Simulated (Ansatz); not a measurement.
# Re: relaxation of cell and atoms with HSE06

Re:

```xyz
2
Lattice="2.7608 0.0000 0.0000 -1.3804 2.3909 0.0000 0.0000 0.0000 4.4582" Properties=species:S:1:pos:R:3 pbc="T T T"
Re    1.3804    0.7970    3.3436
Re    0.0000    1.5939    1.1145
```

* Program: Ansatz 0.2.0
* Task: relaxation of cell and atoms
* Functional: HSE06
* Potentials or basis: Ansatz PAW
* Cutoff: 420 eV (not typed: the program's choice for these potentials)
* k mesh: 6 × 6 × 3
* Occupations: fermi-dirac, width 0.05 eV
* Spin: no spin polarisation

The relaxed volume is 14.55 Å³/atom, the relaxed cell is a = 2.774 Å, b = 2.774 Å, c = 4.367 Å, α = 90.00°, β = 90.00°, γ = 120.00° and the space group after relaxing (to 0.05 Å) is P6_3/mmc (No. 194). The energy gained by relaxing is 12.5 meV/atom and the ionic steps are 5. The pressure after relaxing is 0.0 GPa and the band gap on the k mesh is none (metal or under the smearing width).

Step by step:
| step | energy change (eV) | largest force (eV/Å) | volume (Å³) |
| --- | --- | --- | --- |
| 1 | 0.0000 | 0.0000 | 29.43 |
| 2 | -0.0218 | 0.0000 | 29.10 |
| 3 | -0.0255 | 0.0000 | 29.11 |
| 4 | -0.0256 | 0.0000 | 29.11 |
| 5 | -0.0251 | 0.0000 | 29.11 |

Final structure:
```yaml
crystal:
  lattice:
    - [2.77443, 0.00000, 0.00000]
    - [-1.38721, 2.40273, 0.00000]
    - [0.00000, 0.00000, 4.36679]
  atoms:
    - { symbol: Re, position: [0.66667, 0.33333, 0.75000] }
    - { symbol: Re, position: [0.33333, 0.66667, 0.25000] }
```

Levels at points of the mesh, in eV from the Fermi level:
| k point | band 13 | band 14 | band 15 | band 16 | band 17 | band 18 |
| --- | --- | --- | --- | --- | --- | --- |
| (0.00, 0.00, 0.00) | -1.08 | -0.59 | -0.59 | 0.20 | 0.20 | 1.00 |
| (0.00, -0.50, 0.00) | -1.98 | -1.26 | -0.30 | 4.74 | 5.41 | 5.61 |

Wall time 2.8 min on 2 threads of Intel(R) Xeon(R) Processor @ 2.50GHz (Skylake/Cascade Lake) (shared host), peak memory 0.66 GiB.

Caveat: the k mesh is coarse (spacing up to 0.47 Å⁻¹), so the values aren't converged, least of all with exact exchange; the plane-wave basis is chosen anew once the cell has moved, so the energies of steps on either side of that aren't comparable; the PAW data sets come from PBE, with cores solved anew for the run's functional, which leaves a small shift of forces and pressure. Spin-orbit coupling is left out, which matters for the levels of Re.
